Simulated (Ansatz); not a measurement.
**The polar optical mode of GaP at 6 GPa, worked through**

Level of theory: DFT PBE, scalar-relativistic, plane waves, PAW in Ansatz 0.2.0. Cutoff 420 eV, 10×10×10 k-points (Γ-centred), fixed occupations. No spin polarisation. Phonons by linear response, acoustic sum rule imposed.

The cell, relaxed at 6 GPa:
```cif
data_structure
_symmetry_space_group_name_H-M 'F-43m'
_symmetry_Int_Tables_number 216
_cell_length_a 5.3844
_cell_length_b 5.3844
_cell_length_c 5.3844
_cell_angle_alpha 90.000
_cell_angle_beta 90.000
_cell_angle_gamma 90.000
_cell_volume 156.10
loop_
_atom_site_label
_atom_site_type_symbol
_atom_site_symmetry_multiplicity
_atom_site_Wyckoff_symbol
_atom_site_fract_x
_atom_site_fract_y
_atom_site_fract_z
_atom_site_occupancy
Ga1 Ga 4 a 0.00000 0.00000 0.00000 1
P1 P 4 c 0.25000 0.25000 0.25000 1
```

 The run warned that the force constants aren't converged on this k mesh, so the frequencies and all that is formed from them are rough.

Linear response gives ν_TO = 373.8 cm⁻¹, Born charges ±2.089 e (positive on Ga) and ε∞ = 10.134. The primitive cell holds 39.025 Å³, and the masses are 69.723 and 30.974 amu.

Problem. Find ν_LO and the static dielectric constant.

Solution. The long-wave field adds a restoring force: ω_LO² − ω_TO² = Z*²e²/(ε_vac ε∞ μV). In these units ν_LO² − ν_TO² = 4.92064×10⁷ Z*²/(μ V ε∞) cm⁻², with μ = m₁m₂/(m₁ + m₂) = 21.446 amu: 25310 cm⁻². So ν_LO = √(373.8² + 25310) = 406.2 cm⁻¹, and the run gives 406.2. Lyddane–Sachs–Teller then gives ε0 = ε∞ (ν_LO/ν_TO)² = 11.97, against 11.97 in the run (it forms both from the same three quantities, so the match checks the arithmetic only). Between ν_TO and ν_LO the dielectric function is negative and an undamped crystal reflects fully: a reststrahlen band from 24.6 to 26.8 μm.

Problem. What do the Clausius–Mossotti polarisability and the Szigeti charge come to?

Solution. With the Lorentz local field, α = (3V/4π)(ε∞ − 1)/(ε∞ + 2) = 7.01 Å³ for the pair, and e_S = 3Z*/(ε∞ + 2) = 0.52 e. The Born charge includes the electrons' response to the dipole's own local field, and e_S takes that enhancement out. The Lorentz field assumes point-like polarisable ions, a poor picture once ε∞ is this large, since the electron clouds then overlap or are shared, so both numbers are formal here.

Problem. How strongly does a slow electron couple to the LO mode?

Solution. For one isotropic parabolic band, Fröhlich's constant is α_F = (1/ε∞ − 1/ε0) √(m* Ry/ħω_LO), with Ry = 13.606 eV, ħω_LO = 50.4 meV and m* in free-electron masses: α_F = 0.0151 × 16.44 × √m* = 0.25 √m*. The band mass isn't part of this run; for m* = 0.1, 0.3 and 1 it gives 0.08, 0.14, 0.25. In weak coupling the polaron lies α_F ħω_LO below the band edge (7 meV at m* = 0.3) with a mass m*(1 + α_F/6); past α_F of about 5 or 6 that expansion fails. A semilocal functional's ε∞ tends to be too large, which taken alone lowers α_F.

Cost: 1 run of about 1.1 core-minutes, on Arm Neoverse V2 (shared hosts).

GaP appears here as a weakly polar, largely covalent semiconductor: most of its static dielectric response is electronic, and the lattice adds only a small part to ε∞. The Born charge of 2.089 e isn't a static charge on Ga. In sp³ bonds between atoms of modest electronegativity difference, moving the sublattices against each other also shifts bond charge, and this dynamic transfer contributes to the dipole. The same polarisable valence electrons screen the long-range field, which keeps the LO–TO splitting modest despite a sizeable Born charge.

The difference of the squared frequencies follows from the charge, ε∞, volume and masses without the force constants, so the polar character is better founded than the position of either mode or the edges of the reststrahlen band. Weak Fröhlich coupling is plausible for ordinary band masses, since the lattice adds so little screening. For real carriers α_F gives only a scale, because GaP has anisotropic conduction valleys near X and a degenerate valence-band top.
